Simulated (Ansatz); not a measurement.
O (Cmme) from a database of computed structures: a single-point calculation in the PAW code Ansatz (PBE). The cell was relaxed with r2SCAN+rVV10 and then strained, so it isn't that functional's minimum.

The input:
```yaml
crystal:
  lattice:
    - [4.0422516979, 0.0, -0.0511314365]
    - [0.0, 4.0261634352, 0.0]
    - [-1.0645949049, 0.0, 2.7914438287]
  atoms:
    - { symbol: O, position: [0.3398634903, 0.684202546, 0.6702336468] }
    - { symbol: O, position: [0.6601365097, 0.684202546, 0.8297663532] }
    - { symbol: O, position: [0.6601365097, 0.315797454, 0.3297663532] }
    - { symbol: O, position: [0.3398634903, 0.315797454, 0.1702336468] }
kpoints:
  mp_grid: { grid: [8, 6, 10] }
  band_path:
    path:
      - [0.0, 0.0, 0.0]
      - [0.0, 0.5, 0.0]
      - [0.0, 0.5, 0.5]
      - [0.0, 0.0, 0.5]
      - [-0.5, 0.0, 0.5]
      - [-0.5, 0.5, 0.5]
      - [-0.5, 0.5, 0.0]
      - [-0.5, 0.0, 0.0]
    npoints: 1
hamiltonian:
  xc: pbe
scf:
  occupations: { method: fermi_dirac, width: 0.02 }
  n_extra_bands: 5
output:
  forces: true
  stress: true
  eigenvalues: true
  write_density: true
  write_potential: true
  elf: true
  volumetric_format: npy
```

Command: `ansatz run input.yaml --threads 4 --pin off --max-ram 4608MiB --backend cpu --events-out ev --progress --plain --runs-dir out`.

Question: It took 5.8 s on 4 threads of AMD EPYC 7571, with other jobs on the host, load about 0.5 per core. What peak of host memory did it reach?

Answer: About 0.45 GiB.

Question: What will the output look like, and what does it show?

Answer: What the program printed (shortened):
```
Pseudopotential: O, paw, valence charge 6, recommended cutoff 420 eV (normal)
Functional definition: PBE
Crystal: 4 atoms, lattice volume = 45.211 Å³
Basis set: ecut = 420 eV, 885 PW (Γ)
Bands: 17, of which v1, the nominal top of the filled ones, is band 12 counted from 1 (11 counted from 0)
Symmetry: 4 space group operations
Space group: P2/c (ITA 13)
k-points: 168 of 480
preconditioner: auto → none  [insulator: Δε(μ)=0.932 eV  σ=0.020 eV  ℏωp=27.1 eV]
NSCF: frozen V_eff on 8 k-points
Free energy (F): -2259.875813 eV
Fermi energy:    2.623315 eV
--- Per-component energies (eV) ---
  E_band       = -192.187972
  E_kinetic    = 688.323496
  E_local      = -1834.555324
  E_nonlocal   = 193.342904
  E_hartree    = 633.458972
  E_xc         = -288.904051
  E_vxc        = -368.176997
  E_paw        = -628.025752
  E_vpaw       = -138.049193
  E_ewald      = -1023.525465
--- Forces (eV/Å), atoms counted from 1 ---
  atom   1  O     -0.62012      0.06832    -0.23681
  atom   2  O       0.62012      0.06832      0.23681
  atom   3  O       0.62012    -0.06832      0.23681
  atom   4  O     -0.62012    -0.06832    -0.23681
--- Stress (GPa, compression-positive) ---
        8.696592       0.000000       1.495947
        0.000000       3.902345       0.000000
        1.495946       0.000000       5.325220
  P = ⅓ Tr σ = 5.9747 GPa (59.747 kbar)
```
The trailing digits, and the zero of the energies, depend on the potentials and thresholds.

bands.tsv, columns around the gap (it counts bands from 0):
```tsv
# k_distance	band_7	band_8	band_9	band_10	band_11	band_12	band_13	band_14	band_15
# fermi_ev = 2.623315
# [0, 0, 0] at k_distance = 0.000000
# [0, 0.5, 0] at k_distance = 0.780294
# [0, 0.5, 0.5] at k_distance = 1.911277
# [0, 0, 0.5] at k_distance = 2.691571
# [-0.5, 0, 0.5] at k_distance = 3.527395
# [-0.5, 0.5, 0.5] at k_distance = 4.307689
# [-0.5, 0.5, 0] at k_distance = 5.438672
# [-0.5, 0, 0] at k_distance = 6.218966
# levels_relative_to = fermi_ev
0.000	-7.027	-5.120	-5.070	-1.031	-0.954	1.424	1.470	8.631	11.001
0.780	-7.312	-5.592	-5.343	-0.814	-0.459	0.765	1.276	9.611	11.041
1.911	-7.294	-4.809	-4.809	-1.921	-1.921	1.802	1.802	9.763	9.763
2.692	-7.240	-5.468	-5.468	-1.431	-1.431	1.226	1.226	9.639	9.639
3.527	-7.234	-5.467	-5.467	-1.434	-1.434	1.225	1.225	9.629	9.629
4.308	-7.287	-4.809	-4.809	-1.925	-1.925	1.802	1.802	9.754	9.754
5.439	-6.876	-5.628	-5.428	-0.631	-0.493	0.448	1.497	7.670	8.964
6.219	-6.535	-5.191	-5.160	-1.533	-0.604	1.457	1.650	6.766	9.683
```
In order the rows are Γ, Z, D, B, A, E, C₂, Y₂.

Planar averages along the third cell vector, from rho_z.tsv and v_z.tsv (valence density with its augmentation; electrostatic potential energy of an electron, of which only differences have a meaning):

| z (Å) | ρ (e/Å³) | v_es (eV) |
| --- | --- | --- |
| 0.00 | 0.386 | 3.23 |
| 0.15 | 0.418 | 3.23 |
| 0.45 | 0.574 | 1.38 |
| 0.60 | 0.643 | 0.53 |
| 0.75 | 0.671 | 0.24 |
| 0.90 | 0.643 | 0.53 |
| 1.20 | 0.492 | 2.59 |
| 1.34 | 0.418 | 3.23 |
| 1.49 | 0.386 | 3.23 |
| 1.64 | 0.418 | 3.23 |
| 1.94 | 0.574 | 1.38 |
| 2.09 | 0.643 | 0.53 |
| 2.24 | 0.671 | 0.24 |
| 2.39 | 0.643 | 0.53 |
| 2.69 | 0.492 | 2.59 |
| 2.84 | 0.418 | 3.23 |

With PBE the valence top lies at Z and the conduction bottom at C₂, 0.91 eV higher; the smallest vertical gap, at C₂, is 0.94 eV. Edges are sought over the mesh and the listed points. With the atoms held, the mean pressure is +5.97 GPa (compression positive). The largest force is 0.67 eV/Å.

Calculated for a static, non-magnetic cell.
